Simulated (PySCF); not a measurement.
Molecule: SMILES C=CC(C)=O, C4H6O.

Geometry (Å), atoms numbered from 1 in this order:
```xyz
11

C     1.502   -0.733   -0.155
C     1.036    0.515   -0.045
C    -0.395    0.895    0.091
C    -1.444   -0.191    0.102
O    -0.695    2.066    0.176
H     0.835   -1.601   -0.152
H     2.571   -0.936   -0.253
H     1.715    1.374   -0.052
H    -2.419    0.264    0.310
H    -1.224   -0.960    0.857
H    -1.482   -0.693   -0.878
```

Spin–spin couplings on one PBE0-D3(BJ)/def2-SVP geometry, PySCF 2.14, gas phase, non-relativistic, equivalent pairs averaged (without the spin–dipole term); isotopes $^{1}$H; functional B3LYP.

Reference values (Hz): $^{3}J$(H8,H7) = 10.7 (measured; solution (compiled); Pretsch, Buehlmann, Badertscher, Structure Determination of Organic Compounds, 4th ed., Springer 2009); $^{3}J$(H8,H6) = 18.7 (measured; solution (compiled); Pretsch, Buehlmann, Badertscher, Structure Determination of Organic Compounds, 4th ed., Springer 2009); $^{2}J$(H6,H7) = 1.3 (measured; solution (compiled); Pretsch, Buehlmann, Badertscher, Structure Determination of Organic Compounds, 4th ed., Springer 2009).

How do the couplings (Hz) change with the basis set? Times are CPU seconds on 1 thread of an Arm Neoverse V1, shared host. Far from the basis limit: 6-31G*, pcJ-0, 6-31G-J, def2-TZVP, cc-pVTZ.

## Answers


```tsv
basis set	functions	$^{3}J$(H8,H7)	$^{3}J$(H8,H6)	$^{2}J$(H6,H7)	mean abs. error	core-s
6-31G*	82	10.9	16.8	-1.3	0.7	4.8
pcJ-0	83	11.2	18.4	-0.3	0.6	4.1
6-31G-J	84	13.4	19.7	-1.8	1.4	4.7
def2-TZVP	191	9.9	16.6	2.0	1.2	23
pcJ-1	195	12.4	20.0	1.0	1.1	17
cc-pVTZ	234	10.0	16.3	1.8	1.2	27
```

Errors compare magnitudes, without vibrational corrections, and the largest couplings weigh most in the mean. Closest: pcJ-0 and 6-31G*, practically level; furthest: 6-31G-J.

The Fermi-contact term samples the wavefunction at the nucleus, which is why sets with added tight s functions (names with J) are made for couplings. Agreement of an ordinary basis with the reference is then largely a cancellation of errors.
